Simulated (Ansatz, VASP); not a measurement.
CaF2: VASP beside Ansatz

INCAR

```
PREC = Accurate ; ENCUT = 520
EDIFF = 1E-6 ; ISMEAR = -1
SIGMA = 0.02 ; LREAL = False
LASPH = True ; NELM = 100
ALGO = Fast ; ISIF = 2
LWAVE = False ; LCHARG = False
GGA = PE ; NBANDS = 19
```

File KPOINTS:

```
Automatic mesh
0
Gamma
  8 8 8
```

File POSCAR:

```
CaF2
1.0
    0.0000000000      2.7195929739      2.7467889036
    2.7195929739      0.0000000000      2.7467889036
    2.7195929739      2.7195929739      0.0000000000
Ca F
1 2
Direct
    0.0000000000      0.0000000000      0.0000000000
    0.2500000000      0.2500000000      0.2500000000
    0.7500000000      0.7500000000      0.7500000000
```

Input for Ansatz:

```yaml
crystal:
  lattice:
    - [0.0, 2.7195929739, 2.7467889036]
    - [2.7195929739, 0.0, 2.7467889036]
    - [2.7195929739, 2.7195929739, 0.0]
  atoms:
    - { symbol: Ca, position: [0.0, 0.0, 0.0] }
    - { symbol: F, position: [0.25, 0.25, 0.25] }
    - { symbol: F, position: [0.75, 0.75, 0.75] }
kpoints:
  mp_grid: { grid: [8, 8, 8] }
  band_path:
    path:
      - [0.0, 0.0, 0.0]
      - [0.5, 0.0, 0.5]
      - [0.625, 0.25, 0.625]
      - [0.375, 0.375, 0.75]
      - [0.5, 0.5, 0.5]
      - [0.5, 0.25, 0.75]
    npoints: 1
hamiltonian:
  xc: pbe
scf:
  occupations: { method: fermi_dirac, width: 0.02 }
  n_extra_bands: 4
output:
  forces: true
  stress: true
  eigenvalues: true
```

Change from the starting cell: uniaxial_z strain +1.0%.

Alike in both runs: task single point; functional PBE; k mesh 8 × 8 × 8; occupations fermi-dirac, width 0.02 eV; no spin polarisation.

|  | VASP | Ansatz |
| --- | --- | --- |
| version | VASP 6.6.1 | Ansatz 0.2.0 |
| potentials or method | VASP PAW PBE potentials, release 64 (Ca_sv, F) | plane waves, PAW |
| plane-wave cutoff (eV) | 520 | 420 |
| valence electrons in the cell | 24 | 24 |

|  | VASP | Ansatz | Ansatz less VASP |
| --- | --- | --- | --- |
| gap on the k mesh at the Fermi level (eV) | 7.27 | 7.30 | +0.023 |
| pressure (GPa) | 2.7 | 2.4 | -0.27 |
| largest component of the traceless stress (GPa) | 0.78 | 0.78 | +0.008 |

A k mesh can miss the band edges.
